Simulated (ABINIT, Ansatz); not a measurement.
## A GW run on LiBr (Fm-3m) in ABINIT, with inputs changed

A base run on LiBr (Fm-3m), then changed inputs.

Main program and level: ABINIT 10.8.3; PBE and many-body steps on it, plane waves.

### 1. The structure

It takes space group Fm-3m (No. 225, cubic). The conventional cell has a = 5.501 Å, b = 5.501 Å, c = 5.501 Å, α = 90.00°, β = 90.00°, γ = 90.00°. Li has 6 Br at 2.75 Å nearest. Nearest to Br lie 6 Li at 2.75 Å. Farther neighbours and most contacts between anions are not listed.

The cell and positions come from the Crystallography Open Database and are kept as given unless a step says otherwise.

### 2. Screening, 6×6×6 mesh, 313 bands, screening to 283 eV

This step: ABINIT 10.8.3; RPA screening on PBE, plane waves, norm-conserving pseudopotentials.

The RPA dielectric matrix is built and inverted for each q.

File run.abi:

```
acell 3*1.0 Angstrom
rprim 
  0.000000000000 2.750650000000 2.750650000000
  2.750650000000 0.000000000000 2.750650000000
  2.750650000000 2.750650000000 0.000000000000
ntypat 2
znucl 3 35
natom 2
typat 1 2
xred 
  0.000000000000 0.000000000000 0.000000000000
  0.500000000000 0.500000000000 0.500000000000
pp_dirpath "pseudos"
pseudos "Li.upf, Br.upf"
ecut 33
ngkpt 6 6 6
nshiftk 1
shiftk 0 0 0
kptopt 1
chksymbreak 0
istwfk *1
occopt 1
irdwfk 1
optdriver 3
nband 313
ecuteps 10.4
inclvkb 2
awtr 1
symchi 1
indata_prefix "in"
outdata_prefix "out"
tmpdata_prefix "tmp"
```

On the command line:

```bash
$ OMP_NUM_THREADS=1 mpirun -n 8 abinit run.abi > log
```

Output:

```text
.Version 10.8.3 of ABINIT. v10.8.2 released Aug 2026.

 Symmetries : space group Fm -3 m (#225); Bravais cF (face-center cubic)
[... echo of the input left out ...]
== DATASET  1 ==================================================================
-   mpi_nproc: 8, omp_nthreads: 1 (-1 if OMP is not activated)

--- !DatasetInfo
iteration_state: {dtset: 1, }
dimensions: {natom: 2, nkpt: 16, mband: 313, nsppol: 1, nspinor: 1, nspden: 1, mpw: 2637, }
cutoff_energies: {ecut:  33.0, pawecutdg:  -1.0, }
electrons: {nelect:   1.00000000E+01, charge:   0.00000000E+00, occopt:   1.00000000E+00, tsmear:   1.00000000E-02, }

 SCREENING: Calculation of the susceptibility and dielectric matrices

 Based on a program developped by R.W. Godby, V. Olevano, G. Onida, and L. Reining.
 Incorporated in ABINIT by V. Olevano, G.-M. Rignanese, and M. Torrent.
.Using double precision arithmetic ; gwpc =  8

[... cell and pseudopotentials left out ...]
--------------------------------------------------------------------------------

 ==== K-mesh for the wavefunctions ====
 Number of points in the irreducible wedge :    16
[... list of points left out ...]
 Together with 48 symmetry operations and time-reversal symmetry
 yields   216 points in the full Brillouin Zone.

 ==== Q-mesh for the screening function ====
 Number of points in the irreducible wedge :    16
[... list of points left out ...]
 Together with 48 symmetry operations and time-reversal symmetry
 yields   216 points in the full Brillouin Zone.

 setmesh: FFT mesh size selected  =    30x   30x   30
          total number of points  =        27000

 vcoul_init : cutoff-mode = AUXILIARY_FUNCTION
 q-points for optical limit:   1
     1)      0.000010    0.000020    0.000030

- screening: taking advantage of time-reversal symmetry
- Maximum band index for partially occupied states nbvw = 5
- Remaining bands to be divided among processors   nbcw = 308
- Number of bands treated by each node ~38

 Number of electrons calculated from density =   10.0000; Expected =   10.0000
 average of density, n =  0.035601
 r_s =    1.8857
 omega_plasma =   18.2008 [eV]

 calculating chi0 at frequencies [eV] :
  1    0.000000E+00    0.000000E+00
  2    0.000000E+00    1.820075E+01

--------------------------------------------------------------------------------
  q-point number  1        q = ( 0.000000, 0.000000, 0.000000) [r.l.u.]
--------------------------------------------------------------------------------
[... chi0 elements left out ...]
 For q-point:  0.000010 0.000020 0.000030
  dielectric constant =   3.1699
  dielectric constant without local fields =   3.7701

  Average fulfillment of the sum rule on Im[epsilon] for q-point    1 :     98.46  [%]
[... wings left out ...]
  q-point number  2        q = ( 0.166667, 0.000000, 0.000000) [r.l.u.]
--------------------------------------------------------------------------------
[... chi0 elements left out ...]
  Average fulfillment of the sum rule on Im[epsilon] for q-point    2 :    102.66  [%]

 [... 14 further q-points ...]
```

Wall time 14 min (8 MPI ranks of Arm Neoverse N1, shared host); peak memory 3.9 GiB; 1.9 h of CPU time.

Numbers from this step:

| Property | Result |
| --- | --- |
| ε∞ with local fields, on this mesh, along the program's q direction | 3.170 |
| the same without local fields | 3.770 |
| plasma frequency | 18.20 eV |
| plane waves in the screening matrix | 459 |

Local fields lower ε∞ by 16 %.

### 3. Base

The self-energy is evaluated for the states that the input lists, and the levels follow from it, in one-shot runs by the linearised quasiparticle equation.

This step: G0W0 on PBE, plane waves, norm-conserving pseudopotentials.

run.abi, as its differences from that of step 2:

```diff
@@ -23,8 +23,15 @@
 irdwfk 1
-optdriver 3
+optdriver 4
 nband 313
+gwcalctyp 0
+ecutsigx 33
+symsigma 1
+nkptgw 1
+kptgw 
+  0.0000000000 0.0000000000 0.0000000000
+bdgw 
+  3 9
 ecuteps 10.4
-inclvkb 2
-awtr 1
-symchi 1
+irdscr 1
+ppmodel 1
 indata_prefix "in"
```

Output:

```text
.Version 10.8.3 of ABINIT. v10.8.2 released Aug 2026.

 Symmetries : space group Fm -3 m (#225); Bravais cF (face-center cubic)
[... echo of the input left out ...]
== DATASET  1 ==================================================================
-   mpi_nproc: 8, omp_nthreads: 1 (-1 if OMP is not activated)

--- !DatasetInfo
iteration_state: {dtset: 1, }
dimensions: {natom: 2, nkpt: 16, mband: 313, nsppol: 1, nspinor: 1, nspden: 1, mpw: 2637, }
cutoff_energies: {ecut:  33.0, pawecutdg:  -1.0, }
electrons: {nelect:   1.00000000E+01, charge:   0.00000000E+00, occopt:   1.00000000E+00, tsmear:   1.00000000E-02, }

 SIGMA: Calculation of the GW corrections

 Based on a program developped by R.W. Godby, V. Olevano, G. Onida, and L. Reining.
 Incorporated in ABINIT by V. Olevano, G.-M. Rignanese, and M. Torrent.
.Using double precision arithmetic ; gwpc =  8

[... cell and pseudopotentials left out ...]
--------------------------------------------------------------------------------

 ==== K-mesh for the wavefunctions ====
 Number of points in the irreducible wedge :    16
[... list of points left out ...]
 Together with 48 symmetry operations and time-reversal symmetry
 yields   216 points in the full Brillouin Zone.

 ==== Q-mesh for screening function ====
 Number of points in the irreducible wedge :    16
[... list of points left out ...]
 Together with 48 symmetry operations and time-reversal symmetry
 yields   216 points in the full Brillouin Zone.

 vcoul_init : cutoff-mode = AUXILIARY_FUNCTION
 q-points for optical limit:   1
     1)      0.000010    0.000020    0.000030
 setmesh: FFT mesh size selected  =    40x   40x   40
          total number of points  =        64000

 Number of electrons calculated from density =   10.0000; Expected =   10.0000
 average of density, n =  0.035601
 r_s =    1.8857
 omega_plasma =   18.2008 [eV]

 === KS Band Gaps ===
  >>>> For spin  1
   Minimum direct gap =   4.9381 [eV], located at k-point      :   0.0000  0.0000  0.0000
   Fundamental gap    =   4.9381 [eV], Top of valence bands at :   0.0000  0.0000  0.0000
                                       Bottom of conduction at :   0.0000  0.0000  0.0000
 SIGMA fundamental parameters:
 PLASMON POLE MODEL  1
 number of plane-waves for SigmaX                 2637
 number of plane-waves for SigmaC and W            459
 number of plane-waves for wavefunctions          2637
 number of bands                                   313
 number of independent spin polarizations            1
 number of spinorial components                      1
 number of k-points in IBZ                          16
 number of q-points in IBZ                          16
 number of symmetry operations                      48
 number of k-points in BZ                          216
 number of q-points in BZ                          216
 number of frequencies for dSigma/dE                 9
 frequency step for dSigma/dE [eV]                0.25
 number of omega for Sigma on real axis              0
 max omega for Sigma on real axis  [eV]           0.00
 zcut for avoiding poles [eV]                     0.10

 EPSILON^-1 parameters (SCR file):
 dimension of the eps^-1 matrix on file            459
 dimension of the eps^-1 matrix used               459
 number of plane-waves for wavefunctions          2637
 number of bands                                   313
 number of q-points in IBZ                          16
 number of frequencies                               2
 number of real frequencies                          1
 number of imag frequencies                          1

 matrix elements of self-energy operator (all in [eV])

 Perturbative Calculation

--- !SelfEnergy_ee
iteration_state: {dtset: 1, }
kpoint     : [   0.000,    0.000,    0.000, ]
spin       : 1
KS_gap     :    4.938
QP_gap     :    7.153
Delta_QP_KS:    2.215
data: !SigmaeeData |
     Band     E0 <VxcDFT>   SigX SigC(E0)      Z dSigC/dE  Sig(E)    E-E0       E
        3   0.621 -13.197 -16.770   1.525   0.804  -0.243 -14.844  -1.648  -1.026
        4   0.621 -13.197 -16.770   1.525   0.804  -0.243 -14.844  -1.648  -1.026
        5   0.621 -13.197 -16.770   1.525   0.804  -0.243 -14.844  -1.648  -1.026
        6   5.559  -8.505  -4.368  -3.462   0.840  -0.190  -7.937   0.567   6.127
        7  11.140  -8.415  -3.746  -3.779   0.833  -0.201  -7.674   0.741  11.881
        8  11.140  -8.415  -3.746  -3.779   0.833  -0.201  -7.674   0.741  11.881
        9  11.140  -8.415  -3.746  -3.779   0.833  -0.201  -7.674   0.741  11.881

== END DATASET(S) ==============================================================
================================================================================

 -outvars: echo values of variables after computation  --------
           etotal      0.0000000000E+00
            nband         313
             nkpt          16
          spgroup         225
 [... the other variables as echoed above ...]

 Calculation completed.
```

The job ended after 80 s (8 MPI ranks; peak memory 4.7 GiB).

This step gave:

```yaml
g0w0_gap_on_the_points_computed: 7.153 eV
starting_gap_on_the_mesh: 4.938 eV
k_of_the_valence_top: 0, 0, 0
k_of_the_conduction_bottom: 0, 0, 0
z_at_the_valence_top: 0.804
z_at_the_conduction_bottom: 0.84
least_direct_g0w0_gap_on_the_computed_points: 7.153 eV
```

The gap on the mesh goes from 4.94 eV to 7.15 eV, a correction of +2.21 eV.

### 4. A keyword of another program

run.abi, as its differences from that of step 3:

```diff
@@ -36,2 +36,3 @@
 ppmodel 1
+ENCUTGW 100
 indata_prefix "in"
```

Output:

```text
.Version 10.8.3 of ABINIT. v10.8.2 released Aug 2026.

 Symmetries : space group Fm -3 m (#225); Bravais cF (face-center cubic)
================================================================================
 Values of the parameters that define the memory need of the present run
     intxc =       0    ionmov =       0      iscf =       7    lmnmax =       6
     lnmax =       6     mgfft =      40  mpssoang =       3    mqgrid =    3001
     natom =       2  nloc_mem =       1    nspden =       1   nspinor =       1
    nsppol =       1      nsym =      48    n1xccc =    2501    ntypat =       2
    occopt =       1   xclevel =       2
-    mband =         313        mffmem =           1         mkmem =           2
       mpw =        2637          nfft =       64000          nkpt =          16
================================================================================
  Rough estimation (10% accuracy) of disk space for files :
================================================================================

--------------------------------------------------------------------------------
------------- Echo of variables that govern the present computation ------------
--------------------------------------------------------------------------------
 -outvars: echo values of preprocessed input variables --------
            acell      1.8897261259E+00  1.8897261259E+00  1.8897261259E+00 Bohr

             bdgw           3       9
      chksymbreak           0
             ecut      3.30000000E+01 Hartree
          ecuteps      1.04000000E+01 Hartree
         ecutsigx      3.30000000E+01 Hartree
          ecutwfn      3.30000000E+01 Hartree
-          fftalg         312
           irdscr           1
           irdwfk           1

              ixc     -101130
[...]
npweps         459
          npwsigx        2637
           npwwfn        2637
             nsym          48
           ntypat           2
              occ      2.000000  2.000000  2.000000  2.000000  2.000000  0.000000
                       0.000000  0.000000  0.000000  0.000000  0.000000  0.000000
                       0.000000  0.000000  0.000000  0.000000  0.000000  0.000000
                       0.000000  0.000000  0.000000  0.000000  0.000000  0.000000
[...]
0.000000  0.000000  0.000000  0.000000  0.000000  0.000000
   [... 42 further rows ...]
                       0.000000  0.000000  0.000000  0.000000  0.000000  0.000000
                       0.000000
        optdriver           4
            rprim      0.0000000000E+00  2.7506500000E+00  2.7506500000E+00
[...]
2.7506500000E+00  2.7506500000E+00  0.0000000000E+00
          spgroup         225

             xred      0.0000000000E+00  0.0000000000E+00  0.0000000000E+00
                       5.0000000000E-01  5.0000000000E-01  5.0000000000E-01
            znucl        3.00000   35.00000

================================================================================

 chkinp: Checking input parameters for consistency.

--- !ERROR
message: |
    Found token: `ENCUTGW` in the input file.
    This name is not one of the registered input variable names (see
    Action: check your input file. Perhaps you mistyped the input variable,
    or specified "img", although this was not permitted for this input variable.

--- !ERROR
message: |
    Found token: `ENCUTGW` in the input file.
    This name is not one of the registered input variable names (see
    Action: check your input file. Perhaps you mistyped the input variable,
    or specified "img", although this was not permitted for this input variable.

--- from the log ---
Found token: `ENCUTGW` in the input file.
    This name is not one of the registered input variable names (see
    Action: check your input file. Perhaps you mistyped the input variable,
    or specified "img", although this was not permitted for this input variable.
```

It took 0.82 s on 8 MPI ranks; peak memory 0.05 GiB.

The run stopped with an error after 0.82 s.

The program's words: Found token: `ENCUTGW` in the input file. This name is not one of the registered input variable names (see Action: check your input file. Perhaps you mistyped the input variable, or specified "img", although this was not permitted for this input variable.

The fault put into this input: a keyword of another program.

### 5. Side by side

Times are wall times on 8 MPI ranks of Arm Neoverse N1, shared host, good to a factor of about two. A run's time includes the screening step that it read.

| run | mesh | bands | screening cutoff (eV) | DFT gap (eV) | gap on the mesh (eV) | direct (eV) | ε∞ used | time |
| --- | --- | --- | --- | --- | --- | --- | --- | --- |
| base | 6×6×6 | 313 | 283 | 4.938 | 7.153 | 7.153 | 3.17 | 15 min |

### 6. Results

```
base         : 7.153 eV
known limits : not at the basis limit; no spin-orbit coupling
```

In words: Bands and cutoff are finite, so the gap is not at the basis limit. The miss can reach some tenths of an eV and take either sign; the mesh is an error of its own. In the G0W0 run levels were corrected at 1 k point alone, so a gap called «on the mesh» is the least over those, and an edge elsewhere would be missed. The many-body steps are scalar-relativistic: spin-orbit coupling is not in them.

[Paths, hosts, dates, memory and timing lines, banners, echoed tables and standing remarks are left out of the program output.]

[Logs are printed without paths, hosts, clocks, repeated set-up lines and the standing remarks that a program may print on its own settings, such as how far it seeks lower states.]

[Runs of the session that timed out or met a known fault of the program may be left out.]

[Hosts, paths, dates, database ids (printed as entryN), source tags and the programs' standing remarks are cut or masked in the printed files.]

[G0W0 gaps are taken among the corrected bands and points alone; a level outside them can change the order at an edge.]

[Where Ansatz stands beside ABINIT at settings called matched, ABINIT's density can come from a denser mesh and the files from another edition; pairs whose starting gaps differed by over 0.03 eV were left out, so agreement reads better than it is.]
